A crystal held at a smaller volume than a method prefers pushes outward. To first order its pressure is the bulk modulus times the relative volume it still wants to gain. The bulk modulus of zinc sulfide is roughly 75 GPa (a recalled, rounded value), so each gigapascal stands for a little over 1% in volume and about a third of that in length. Here the cell and the atoms stay where the functional r2SCAN put them, and only the method that evaluates the stress changes. The pressures therefore compare preferred cell sizes; they do not mean that a real sample is under load.

Ansatz 0.2.0 calculations of wurtzite ZnS (4-atom cell) with hybrid functionals and Hartree-Fock, using spin-unpolarised plane waves, PAW potentials, a 6×6×4 k mesh and fixed occupations. All rows use the same r2SCAN cell and atomic positions. Pressure and stress are positive in compression, with zz along the c axis.

```tsv
functional	wave cutoff	pressure (GPa)	stress xx (GPa)	stress zz (GPa)
DDH-PBE0	420 eV	1.600	1.700	1.600
HSE06	420 eV	1.600	1.600	1.500
Hartree-Fock	420 eV	9.400	9.500	9.300
PBE0	420 eV	1.400	1.400	1.300
r2SCAN0	500 eV	0.200	0.300	0.100
```

Hartree-Fock stands apart at 9.4 GPa. The three hybrids built on the functional PBE lie near 1.5 GPa, and r2SCAN0 is close to zero. A hybrid replaces part of the approximate exchange energy by exact exchange, the kind that Hartree-Fock uses throughout. It is tempting to conclude that exact exchange inflates the cell, a little in the hybrids and fully in Hartree-Fock.

Two limiting cases show why that conclusion needs a test. Starting from PBE0, which has a quarter of exact exchange, one can raise the fraction to one and keep the correlation energy, or raise it to one and drop correlation as well. Only the second path ends at Hartree-Fock. The row that helps to tell them apart is DDH-PBE0, which has the same parent functional, the same correlation and the same wave cutoff as PBE0. It differs only in its exact-exchange fraction, which is set to the inverse of the dielectric constant.

That fraction, $a$, can be estimated from the band gaps $E$ of the same calculations, because exact exchange widens the gap nearly in proportion to its share, while dropping the PBE correlation is expected to change it little. A straight line between PBE0 and Hartree-Fock gives

$$a = 0.25 + 0.75\,\frac{E_{\mathrm{DDH}}-E_{\mathrm{PBE0}}}{E_{\mathrm{HF}}-E_{\mathrm{PBE0}}} = 0.25 + 0.75\,\frac{3.50-4.11}{10.34-4.11} \approx 0.176 .$$

A rough recalled dielectric constant of about 5 leads to a similar share, so DDH-PBE0 contains less exact exchange than PBE0.

If exact exchange alone drove the expansion, the pressure $P$ would follow nearly a straight line between the same two methods. The share simply multiplies the difference between exact and PBE exchange in the energy, so the line bends only as far as the electron density adjusts:

$$P_{\mathrm{DDH}} = 1.37 + (9.43-1.37)\,\frac{0.176-0.25}{0.75} \approx 0.6\ \mathrm{GPa}.$$

The calculation gives 1.6 GPa. The DDH-PBE0 pressure was not used to draw the line, and the line puts it on the wrong side of PBE0. Within this pair, less exact exchange goes with a larger preferred cell.

Theory offers a reason for that direction. PBE is well known to make many semiconductor cells slightly too large. In solids its exchange energy rewards uneven electron densities too strongly, and a stretched crystal is more uneven than a compact one. Exact exchange replaces part of that energy and so removes part of the excess reward, which lets the cell shrink. The computed difference between the two hybrids is only about 0.3 GPa and the stress was loosely converged, so its size is tentative even though its sign agrees with this argument.

What remains to explain the large Hartree-Fock pressure is the lack of correlation. Electrons lower their energy by avoiding one another, and for neighbouring filled shells this gain grows as the atoms approach. Since pressure is the negative slope of energy with volume, correlation pulls the cell inward. Hartree-Fock omits that pull, and the crystal pushes out.

Two methane molecules show a related effect in a simpler form. Without correlation they essentially repel each other, because the attraction between them comes mostly from the correlated motion of their electrons. The comparison has a limit: the correlation in PBE-based hybrids acts mainly where electron clouds overlap, as they do in the crystal, and misses most of the attraction between well-separated molecules. Zinc sulfide is also held together by charge transfer and shared electrons, which Hartree-Fock does describe, so the crystal becomes too large but does not fall apart.

The size of the missing pull can be judged only roughly. Continuing the line from DDH-PBE0 through PBE0 to full exact exchange, with correlation kept, ends roughly 1 to 2 GPa below zero. Hartree-Fock lies of the order of 10 GPa above that end point. The continuation is about ten times longer than the distance between the two hybrids, so a small error in either pressure is magnified tenfold. Even if the two hybrids had equal pressures, however, Hartree-Fock would still stand 8 GPa above them. The printed output below gives both straight-line tests and the conversion to cell size.

HSE06 fits the same picture through another limiting case. It uses a quarter of exact exchange at short range and lets it fade with distance. If the fading were moved out to infinity, HSE06 would become PBE0; if it were moved in to zero distance, only PBE would be left. HSE06 should therefore act like a hybrid with a smaller share, and its pressure indeed lies beside that of DDH-PBE0. The two differ by less than 0.1 GPa, too little to rank them, and with loosely converged stress the small distance of HSE06 from PBE0 is tentative as well.

The low pressure of r2SCAN0 has a different origin. It has the same quarter of exact exchange as PBE0, yet its pressure is more than 1 GPa lower. Its parent functional is r2SCAN, the one that shaped the cell, so a result near zero mainly shows that parent and hybrid prefer similar volumes. It is no evidence that r2SCAN0 is closer to nature. Its wave cutoff is also higher, but a limited plane-wave basis normally makes the pressure too low, most of all at the lower cutoff, and so would normally narrow this difference.

For practical work the pressures are best read as differences in preferred size from the r2SCAN cell, not as errors against experiment. At the Hartree-Fock pressure the simple proportionality is no longer good enough, because a crystal stiffens as it is compressed below its preferred size. The Murnaghan equation, which includes this stiffening, gives a cell edge about 3.5% longer for Hartree-Fock and at most 0.7% longer for the hybrids. These lengths assume the same rough bulk modulus for every method at its own preferred size, and equal expansion in all directions. For Hartree-Fock the stresses along xx and zz differ by only about 2% of its pressure, so the second assumption is reasonable as long as the crystal is about equally compressible along both axes.

In these five rows the largest step in pressure is the one to Hartree-Fock. It changes both exchange and correlation, and the straight-line tests point to the loss of correlation as the cause. The change of parent functional from PBE to r2SCAN makes a smaller step, and the slight change in the share of exact exchange between DDH-PBE0 and PBE0 a smaller one still. This order need not hold for other parent functionals or for larger changes of the share. If the pressure changes steadily in one direction with the share, a PBE-based hybrid with the same form as these two and a share between theirs should also have a pressure between theirs.

Printed output of the fit:

```
Unrounded results and preferred size:
           row  pressure_GPa  xx_less_zz_GPa  gap_eV  volume_excess_percent  edge_excess_percent
      DDH-PBE0         1.635           0.101   3.497                  2.112               0.6993
         HSE06         1.598          0.1409   3.444                  2.066                0.684
  Hartree-Fock         9.434           0.209   10.34                  10.73                3.455
          PBE0          1.37          0.1348    4.11                  1.779               0.5896
       r2SCAN0        0.2225          0.1357   4.461                 0.2954              0.09836
Hartree-Fock less PBE0 pressure in GPa: 8.064
Hartree-Fock over PBE0 pressure ratio: 6.884
DDH-PBE0 less PBE0 pressure in GPa: 0.2649
HSE06 less PBE0 pressure in GPa: 0.2277
DDH-PBE0 less HSE06 pressure in GPa: 0.03716
PBE0 less r2SCAN0 pressure in GPa: 1.148
Hartree-Fock xx less zz as percent of its pressure: 2.215
DDH-PBE0 exchange fraction estimated from gaps: 0.1761
DDH-PBE0 exchange fraction from recalled dielectric constant: 0.1923
Exchange-only line at DDH-PBE0 in GPa: 0.5763
Exchange-only line less computed DDH-PBE0 in GPa: -1.059
Exchange-only line at DDH-PBE0 with recalled fraction in GPa: 0.7501
Full exchange with correlation kept by gap fraction in GPa: -1.319
Full exchange with correlation kept by recalled fraction in GPa: -2.073
Hartree-Fock less that line by gap fraction in GPa: 10.75
Hartree-Fock less that line by recalled fraction in GPa: 11.51
```
